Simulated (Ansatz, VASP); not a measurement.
One calculation of W, two programs

File INCAR:

```
SYSTEM = W
PREC = Accurate
ENCUT = 520
EDIFF = 1E-8
ISMEAR = -1
SIGMA = 0.05
LREAL = .FALSE.
LASPH = .TRUE.
NELM = 80
ALGO = Normal
ISIF = 2
LWAVE = .FALSE.
LCHARG = .FALSE.
GGA = PE
LEFG = .TRUE.
NBANDS = 13
```

Contents of KPOINTS:

```
Automatic mesh
0
G
  14 14 14
  0 0 0
```

POSCAR

```
W
1.0
    0.0000000000      2.0232106516      2.0232106516
    2.0232106516      0.0000000000      2.0232106516
    2.0232106516      2.0232106516      0.0000000000
W
1
Direct
    0.0000000000      0.0000000000      0.0000000000
```

Input for Ansatz:

```yaml
crystal:
  lattice:
    - [0.0, 2.0232106516, 2.0232106516]
    - [2.0232106516, 0.0, 2.0232106516]
    - [2.0232106516, 2.0232106516, 0.0]
  atoms:
    - { symbol: W, position: [0.0, 0.0, 0.0] }
kpoints:
  mp_grid: { grid: [14, 14, 14] }
scf:
  occupations: { method: fermi_dirac, width: 0.05 }
hamiltonian:
  xc: pbe
  pseudopotentials: { kind: paw }
output:
  forces: true
  stress: true
  eigenvalues: true
  efg: { contact_densities: true }
```

Change from the starting cell: volume scaled by 0.99, PAW files.

Alike in both runs: task electric field gradients; functional PBE; k mesh 14 × 14 × 14; occupations fermi-dirac, width 0.05 eV; no spin polarisation.

|  | VASP | Ansatz |
| --- | --- | --- |
| version | VASP 6.6.1 | Ansatz 0.2.0 |
| potentials or method | VASP PAW PBE potentials, release 64 (W_sv) | PAW with Ansatz's default frozen-core files, scalar-relativistic |
| plane-wave cutoff (eV) | 520 | 420 |
| valence electrons in the cell | 14 | 14 |

Ansatz gave:

```
pressure (GPa)                                                 : -2.0
Vzz of the field gradient on the site that differs most (V/Å²) : 0.0
```

Problem. Which values does VASP return?

Solution. Pressure (GPa): -1.5; Vzz of the field gradient on the site that differs most (V/Å²): 0.0.

With one functional, cell and mesh, what is left measures potentials, basis and numerics. Ansatz warned: «gradients_without_spin_orbit».

The runs have no spin-orbit coupling, so splittings on W are missing.
